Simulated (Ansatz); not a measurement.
# AlCu3: the cost of one run

Computed with Ansatz 0.2.0 (DFT r2SCAN, scalar-relativistic, plane waves, PAW, unless a step's input says otherwise).

2 further runs of the same task are left out: 2 set aside as unsound or not needed.

### Step 1. Starting point

It takes space group Fm-3m (No. 225, cubic). Conventional cell: a = 5.781 Å, b = 5.781 Å, c = 5.781 Å, α = 90.00°, β = 90.00°, γ = 90.00°. Around Al (site symmetry m-3m) lie 8 Cu at 2.50 Å. Around Cu (site symmetry m-3m) lie 8 Cu at 2.50 Å. Cu (site symmetry -43m) is surrounded by 4 Al at 2.50 Å and 4 Cu at 2.50 Å.

As a file:

```cif
data_structure
_symmetry_space_group_name_H-M 'Fm-3m'
_symmetry_Int_Tables_number 225
_cell_length_a 5.7813
_cell_length_b 5.7813
_cell_length_c 5.7813
_cell_angle_alpha 90.000
_cell_angle_beta 90.000
_cell_angle_gamma 90.000
_cell_volume 193.24
loop_
_atom_site_label
_atom_site_type_symbol
_atom_site_symmetry_multiplicity
_atom_site_Wyckoff_symbol
_atom_site_fract_x
_atom_site_fract_y
_atom_site_fract_z
_atom_site_occupancy
Al1 Al 4 a 0.00000 0.00000 0.00000 1
Cu1 Cu 4 b 0.50000 0.00000 0.00000 1
Cu2 Cu 8 c 0.25000 0.75000 0.75000 1
```

It goes back to an entry of the Materials Project, which need not be the stable form.

It is the result of an earlier relaxation at this level (volume 12.08 Å³/atom; gap on the mesh: none (metal)).

### Step 2. Reference cell for the strains

File input.yaml:

```yaml
crystal:
  lattice:
    - [0.0, 2.8906715164, 2.8906715164]
    - [2.8906715164, 0.0, 2.8906715164]
    - [2.8906715164, 2.8906715164, 0.0]
  atoms:
    - { symbol: Al, position: [0.0, 0.0, 0.0] }
    - { symbol: Cu, position: [0.5, 0.5, 0.5] }
    - { symbol: Cu, position: [0.25, 0.25, 0.25] }
    - { symbol: Cu, position: [0.75, 0.75, 0.75] }
basis:
  ecutwfc: 500
kpoints:
  mp_grid: { grid: [16, 16, 16] }
hamiltonian:
  xc: r2scan
scf:
  occupations: { method: gaussian, width: 0.1 }
output:
  forces: true
  stress: true
  eigenvalues: true
```

On the command line:

```console
> ansatz run input.yaml --threads 1 --pin off --max-ram 2560MiB --backend cpu --events-out ev --progress --plain --runs-dir out
```

What time and memory should one allow on 1 thread of Intel Xeon 6975P-C (Granite Rapids), shared host?

About 16 s, with a peak of 0.64 GiB.
